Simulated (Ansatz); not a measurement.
# Straining LiH

Level of theory: DFT PBEsol, scalar-relativistic, plane waves, PAW in Ansatz. Run with 420 eV cutoff, 8×8×6 k-mesh, Gaussian smearing of 0.02 eV, no spin polarisation.

The relaxed crystal:

```
CELL_PARAMETERS angstrom
1.98998 1.98998 0.00000
-1.98998 1.98998 0.00000
0.00000 0.00000 3.97995
ATOMIC_POSITIONS crystal
Li 0.00000 0.00000 0.00000
Li 0.50000 0.50000 0.50000
H 0.50000 0.50000 0.00000
H 0.00000 0.00000 0.50000
```

Deformation: c alone is stretched, the rest of the cell is held and the atoms relax, all within the symmetry that the strain leaves. Energies are extrapolated to zero smearing. Gaps are Kohn–Sham gaps over the whole zone.

| strain (%) | ΔE (meV/atom) | a (Å) | b (Å) | c (Å) | gap (eV) |
| --- | --- | --- | --- | --- | --- |
| -3.0 | 2.2 | 2.814 | 2.814 | 3.861 | 2.40 |
| -2.0 | 0.9 | 2.814 | 2.814 | 3.900 | 2.51 |
| -1.0 | 0.2 | 2.814 | 2.814 | 3.940 | 2.62 |
| +0.0 | 0.0 | 2.814 | 2.814 | 3.980 | 2.73 |
| +1.0 | 0.2 | 2.814 | 2.814 | 4.020 | 2.62 |
| +2.0 | 0.8 | 2.814 | 2.814 | 4.060 | 2.52 |
| +3.0 | 1.8 | 2.814 | 2.814 | 4.099 | 2.42 |

**Question.** What stiffness (1/V) d²E/dε² at zero strain does a cubic fit over all points give?

**Answer.** A cubic fit gives (1/V) d²E/dε² = 91 GPa at zero strain (the elastic constant along c at held a and b).

**Question.** How fast does the gap move with strain on either side?

**Answer.** 108 meV per percent on the compressed side and -107 meV per percent on the stretched side.